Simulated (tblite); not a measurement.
Calculated harmonic vibrations of the isolated species, GFN2-xTB (tblite), most abundant isotopes, no scaling. This tight-binding method is rough: wavenumbers can miss measured ones by several per cent, in bad cases by 10 to 20. Modes of hydrogen on silicon can be 10 to 20 % off. One conformer each. Thermal functions are those of the rigid rotor and harmonic oscillator, without mixing of conformers.

**Question.** Order these by their heat capacity Cp at 298.15 K, highest first (J/(mol K)).
A. `Clc1csnn1`
B. `CC(=O)OCO[C@@H]1C[C@H]2C[C@H]21`
C. `CC(=O)N(C)CC([SiH3])[SiH3]`
D. `O(C)[SiH2]OC[C@H](F)[SiH3]`
E. `CCO[Si@]1(C[SiH3])CCN1`
F. `C#CC[C@@H]([S-])CCC#N`
G. `N#CCC#N`

**Answer.** C (213.6), E (207.5), D (185.5), B (177.2), F (158.5), A (80.7), G (73.2).

```
                         SMILES  atoms  mass (u)  symmetry number  modes under 300 cm⁻¹  ZPE (kJ/mol)  S translation (J/(mol K))  S rotation  S vibration      S     Cp
     CC(=O)N(C)CC([SiH3])[SiH3]     24    161.07                1                    11         484.2                      172.2       126.0        173.4  471.6  213.6
         CCO[Si@]1(C[SiH3])CCN1     24    161.07                1                    12         503.5                      172.2       127.1        181.0  480.4  207.5
       CO[SiH2]OC[C@H](F)[SiH3]     19    154.03                1                    11         350.9                      171.7       126.1        174.4  472.2  185.5
CC(=O)OCO[C@@H]1C[C@H]2C[C@H]21     23    156.08                1                     8         491.5                      171.8       126.3        151.8  449.9  177.2
          C#CC[C@@H]([S-])CCC#N     17    138.04                1                     8         332.2                      170.3       127.1        124.6  422.0  158.5
                      Clc1csnn1      7    119.95                1                     2          85.3                      168.6       114.4         29.1  312.1   80.7
                        N#CCC#N      7     66.02                2                     1         114.1                      161.1        99.1         29.6  289.8   73.2
```

Entropies and Cp are for 298.15 K and 1 bar.
